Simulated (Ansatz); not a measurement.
## CuO (Cccm)

Method: Ansatz, DFT PBEsol, scalar-relativistic, plane waves, PAW.

Cutoff 420 eV; k points 16×16×8 on the computed 4-atom cell (Γ-centred); Gaussian smearing, width 0.10 eV; no spin polarisation.

The structure is relaxed at this level of theory with its symmetry kept. This form isn't the usual stable structure of the compound.

```cif
data_structure
_symmetry_space_group_name_H-M 'P 1'
_symmetry_Int_Tables_number 1
_cell_length_a 2.8941
_cell_length_b 2.8941
_cell_length_c 5.0920
_cell_angle_alpha 90.008
_cell_angle_beta 90.008
_cell_angle_gamma 89.768
_cell_volume 42.65
loop_
_atom_site_label
_atom_site_type_symbol
_atom_site_fract_x
_atom_site_fract_y
_atom_site_fract_z
_atom_site_occupancy
Cu1 Cu 0.00000 0.50000 0.00000 1
Cu2 Cu 0.50000 0.00000 0.50000 1
O1 O 0.50004 0.49996 0.25000 1
O2 O 0.49996 0.50004 0.75000 1
```

```json
{
  "Space group": "Cccm (No. 66)",
  "Volume per atom": "10.66 Å³",
  "Formation energy from the elements' standard states (uncorrected)": "-0.611 eV/atom",
  "Kohn–Sham band gap": "none (metal)",
  "Density of states at the Fermi level": "2.18 states/eV per cell",
  "Löwdin character within 0.5 eV of the Fermi level": "Cu 3d 51 %, O 2p 44 %",
  "Bulk modulus": "153 GPa",
  "Its pressure derivative": "3.9",
  "Bader charges (e)": "Cu (2 in the cell) 0.97, O (2 in the cell) -0.97"
}
```

Spin polarisation was left out, and a magnetic state may lie lower.

A ferromagnetic start lost its moments in a first run, so spin was left out; other magnetic orders weren't tried.

Cost: 7 runs of about 14 core-minutes in all, on Intel Xeon 6975P-C (Granite Rapids) (shared hosts).